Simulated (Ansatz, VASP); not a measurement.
**AlN in two plane-wave programs**

Aim: how closely do two programs agree when they are given the same cell, functional and k mesh? The cell is taken from a series of runs on this material, whose earlier steps may have relaxed, scaled, displaced or heated it; both programs get it as it stands.

Calculated with Ansatz 0.2.0; plane waves, with VASP 6.6.1 beside it; zone-centre phonons at LDA.

### 1. The structure

Symmetry: R3m, No. 160, trigonal system. Conventional cell: a = 3.193 Å, b = 3.193 Å, c = 7.413 Å, α = 90.00°, β = 90.00°, γ = 120.00°. Nearest to N lie 4 Al at 1.89 to 1.93 Å. Nearest to Al lie 4 N at 1.89 to 1.93 Å. Farther neighbours and most contacts between anions are not listed.

### 2. Ansatz: zone-centre phonons, LDA, pair 1

Ansatz runs on its PAW soft_1 files.

Second derivatives magnify differences that forces hide, and they need a tight electronic threshold.

input.yaml reads:

```yaml
crystal:
  lattice:
    - [-0.0785865655, 2.1792997837, 2.1792997837]
    - [2.1792997837, -0.0785865655, 2.1792997837]
    - [2.1792997837, 2.1792997837, -0.0785865655]
  atoms:
    - { symbol: "N", position: [0.2522797461, 0.2522797461, 0.2522797461] }
    - { symbol: Al, position: [-0.0022797461, -0.0022797461, -0.0022797461] }
kpoints:
  mp_grid: { grid: [12, 12, 12] }
hamiltonian:
  xc: lda
  pseudopotentials: { kind: paw, azcp: { folder: soft_1 }, xc_functional: pbe }
scf:
  occupations: { method: fixed }
output:
  eigenvalues: true
phonons:
  method: dfpt
  dielectric: true
  rigid_motions: translations
```

Command:

```bash
$ ansatz run input.yaml --threads 4 --pin off --max-ram 10240MiB --backend cpu --events-out ev --progress --plain --runs-dir out
```

Numbers of over 12 decimals in the logs are rounded to 6 here.

The log of the run:

```text
Engine: ansatz 0.2.0, x86_64-unknown-linux-gnu
Pseudopotentials: kind: paw
Pseudopotential: N, paw, valence charge 5, recommended cutoff 420 eV (normal), soft_1/N.paw.azcp
Pseudopotential: Al, paw, valence charge 3, recommended cutoff 420 eV (normal), soft_1/Al.paw.azcp
Functional definition: SPW92
  exchange = slater_x
  correlation = pw_c
Crystal: 2 atoms, lattice volume = 21.820 Å³
Basis set: ecut = 420 eV, 435 PW (Γ), exchange–correlation on 48×48×48 points (8 copies of the dense FFT grid, shifted against one another)
Bands: 8, of which v1, the nominal top of the filled ones, is band 4 counted from 1 (3 counted from 0)
Symmetry: 6 space group operations
k-points: 476 of 1728 (irreducible under 2 space group operations, time reversal used)
Non-local potential: N, projectors of the file, l = 0: 2, l = 1: 2, l = 2: 1
Non-local potential: Al, projectors of the file, l = 0: 2, l = 1: 2, l = 2: 1
PAW form: soft (Blöchl's): semilocal exchange-correlation on the pseudo side does not see the compensation charge
PAW frozen core: N, regenerated for the run's functional, and the local potential with it (the file was generated under x = pbe(κ = 0.804, μ = 0.219515), c = pbe(β = 0.066725))
PAW frozen core: Al, regenerated for the run's functional, and the local potential with it (the file was generated under x = pbe(κ = 0.804, μ = 0.219515), c = pbe(β = 0.066725))
PAW one-centre angular grid: N, 110 points (default); XC on 64 Gauss nodes
PAW one-centre angular grid: Al, 110 points (default); XC on 64 Gauss nodes
Initial density: superposition of atomic densities (chi_scale 0.1, normalization cell, long waves kept (reshape's long-wave potential 0.00 eV rms))
Initial wavefunctions: pseudopotential atomic-orbital guess
Functional: x = slater, c = lda
SCF iter   1: F=—  HF=-891.088802 eV  |F-HF|=—  |Δ(HF+E_count)|=         —  Δρ=1.26e-1  dr2=4.35e0  ethr=3.10e-3  ⟨swp⟩=4.0  Hψ=24855  notcnv=0  defer=26
preconditioner: auto → none  [insulator: Δε(μ)=4.931 eV  Ē_g=15.912 eV  n_scr=0 (ndim 8)  ℏωp=22.5 eV  f_vac=0.000  ε∞_Penn≈3.0]
SCF iter   2: F=—  HF=-889.982450 eV  |F-HF|=—  |Δ(HF+E_count)|=    1.11e0  Δρ=7.81e-2  dr2=8.58e-1  ethr=3.10e-3  ⟨swp⟩=2.8  Hψ=11898  notcnv=0  defer=677
SCF iter   3: F=—  HF=-889.734266 eV  |F-HF|=—  |Δ(HF+E_count)|=   2.48e-1  Δρ=2.16e-2  dr2=5.47e-2  ethr=3.10e-3  ⟨swp⟩=2.4  Hψ=8441  notcnv=0  defer=783
SCF iter   4: F=—  HF=-889.714646 eV  |F-HF|=—  |Δ(HF+E_count)|=   1.96e-2  Δρ=9.74e-4  dr2=7.11e-5  ethr=6.84e-4  ⟨swp⟩=2.0  Hψ=5518  notcnv=0  defer=948
SCF iter   5: F=—  HF=-889.714615 eV  |F-HF|=—  |Δ(HF+E_count)|=   3.06e-5  Δρ=3.29e-4  dr2=8.56e-6  ethr=8.89e-7  ⟨swp⟩=2.1  Hψ=5690  notcnv=0  defer=933
SCF iter   6: F=—  HF=-889.714611 eV  |F-HF|=—  |Δ(HF+E_count)|=   4.38e-6  Δρ=5.88e-5  dr2=3.65e-7  ethr=1.07e-7  ⟨swp⟩=2.1  Hψ=5713  notcnv=0  defer=42
SCF iter   7: F=—  HF=-889.714610 eV  |F-HF|=—  |Δ(HF+E_count)|=   5.17e-7  Δρ=7.39e-6  dr2=5.71e-9  ethr=4.57e-9  ⟨swp⟩=2.3  Hψ=5628  notcnv=0  defer=24
SCF iter   8: F=-889.714610 eV  HF=-889.714610 eV  |F-HF|=7.96e-12  |Δ(HF+E_count)|=   1.10e-9  Δρ=5.63e-7  dr2=2.75e-11  ethr=1.25e-12  ⟨swp⟩=5.1  Hψ=23111  notcnv=0
SCF 1 converged in 8 iterations: F = -889.714610 eV  dr2 = 2.75e-11
  greatest PAW one-centre occupation: 0.779 electrons in one spin orbital (limit 2), on the N atom at site 0 (counted from 0), in its partial waves of l = 0
NSCF: frozen V_eff on 5 k-points
DFPT response loops at Γ: preconditioner auto → none (the input reference at scf.mixing.eps_inf says where Resta's filter doesn't serve); β = 0.50; Broyden in place of MSR1
SCF converged after 8 iterations
Free energy (F): -889.714610 eV
Harris-Foulkes:  -889.714610 eV  (|F-HF|=7.96e-12)
Internal energy: -889.714610 eV  (E = F + TS)
E sigma→0 (E₀):  -889.714610 eV
Fermi energy:    6.465810 eV
--- Per-component energies (eV) ---
  E_band       = 10.261187
  E_kinetic    = 154.042181
  E_local      = -214.025157  (includes V_loc(G=0)·N_el)
  E_nonlocal   = 46.212259
  E_hartree    = 77.439263
  E_xc         = -97.260451
  E_vxc        = -105.754334  (∫ρ·V_xc dr)
  E_paw        = -564.180705  (= ΣΔE_a)
  E_vpaw       = -25.093142  (= ΣTr[D̂ρ^β])
  E_aug_tail   = 0.000838  (compensation charges beyond the density's cutoff)
  E_ewald      = -292.078599
  E_core_change = 0.135761  (= ΣΔE_core)
  E_smearing   = -0.000000  (= −TS)
  E_closure    = -0.000000  (closes the sum)
  Σ components = -889.714610   (vs F -889.714610, Δ=0.00e0)
--- Band table (eV; the first three rows and the last of 476) ---
  k-point 0: bands = ["-8.3473", "6.0812", "6.0812", "6.4658", "9.9529", "17.6837", "17.6837", "19.0893"]
  k-point 1: bands = ["-8.2515", "5.5190", "6.0535", "6.3979", "10.4464", "17.5042", "17.7922", "19.0829"]
  k-point 2: bands = ["-7.9742", "4.2849", "5.9804", "6.2871", "11.3842", "17.0186", "17.9517", "18.9731"]
  k-point 475: bands = ["-6.1669", "0.7086", "5.4912", "5.4912", "12.6478", "15.6548", "16.3220", "16.3220"]
--- Phonons (Γ-DFPT): 2 representative perturbations + reference, on 476 of 1728 k-points (Σ response iterations 6) ---
  k mesh reduced under 2 symmetry operations, with k and −k counted as one. Each operation leaves every solved perturbation unchanged. A smaller set is not considered because the run solves the response to a homogeneous field
  ASR residual: 4.359e-5 → 0.000e0 eV/Å²; symmetrization residual: 6.149e-7 eV/Å²
  ASR residual per site (eV/Å²): 4.36e-5 4.32e-5
  Γ frequencies (cm⁻¹): 0.00 0.00 0.00 586.00 586.00 637.91
  ε∞ (high-frequency dielectric tensor):
        4.690874    -0.058279    -0.058279
       -0.058279     4.690874    -0.058279
       -0.058279    -0.058279     4.690874
  ε⁰ (static dielectric tensor: ions relaxed, cell fixed):
        9.108126    -0.349546    -0.349546
       -0.349546     9.108126    -0.349546
       -0.349546    -0.349546     9.108126
  ε⁰ − ε∞ (ionic part):
        4.417252    -0.291266    -0.291266
       -0.291266     4.417252    -0.291266
       -0.291266    -0.291266     4.417252
  softest optical mode at Γ: 586.00 cm⁻¹; the repairs (sum rule, projections) moved no ω² at Γ by more than (1.16 cm⁻¹)²
  Born effective charges Z* (e; rows j = field, columns β = displacement):
    site 0:
        -2.55606    0.01508    0.01508
         0.01508   -2.55606    0.01508
         0.01508    0.01508   -2.55606
    site 1:
         2.55606   -0.01508   -0.01508
        -0.01508    2.55606   -0.01508
        -0.01508   -0.01508    2.55606
  Z* charge neutrality: 3.103e-6 e pre-enforcement
  k-mesh period / interband length: 37.0 Å / 1.85 Å = 20.04 at k = (0.0000, 0.0000, 0.0000), direct gap 3.487 eV — 14 or more, which is no proof of convergence
  optical modes at Γ without the LO–TO term, one row a degenerate level:
      ω (cm⁻¹)  modes    IR ((D/Å)²/amu)
        586.00      2            33.0822
        637.91      1            15.9641
  optical modes at Γ + LO–TO along q̂ = [1.0000, 0.0000, 0.0000]:
      ω (cm⁻¹)  modes    IR ((D/Å)²/amu)
        586.00      1            16.5411
        619.27      1            16.2033
        841.14      1            16.3019
  optical modes at Γ + LO–TO along q̂ = [0.0000, 1.0000, 0.0000]:
      ω (cm⁻¹)  modes    IR ((D/Å)²/amu)
        586.00      1            16.5411
        619.27      1            16.2033
        841.14      1            16.3019
  optical modes at Γ + LO–TO along q̂ = [0.0000, 0.0000, 1.0000]:
      ω (cm⁻¹)  modes    IR ((D/Å)²/amu)
        586.00      1            16.5411
        619.27      1            16.2033
        841.14      1            16.3019
```

[end of part 1 of 3]

[Lines on the potential files, build, host, timing and source positions are cut from VASP's logs without a mark.]

[Logs are printed without paths, hosts, clocks, repeated set-up lines and the standing remarks that a program may print on its own settings, such as how far it seeks lower states.]

[Hosts, paths, dates, database ids (printed as entryN), source tags and the programs' standing remarks are cut or masked in the printed files.]
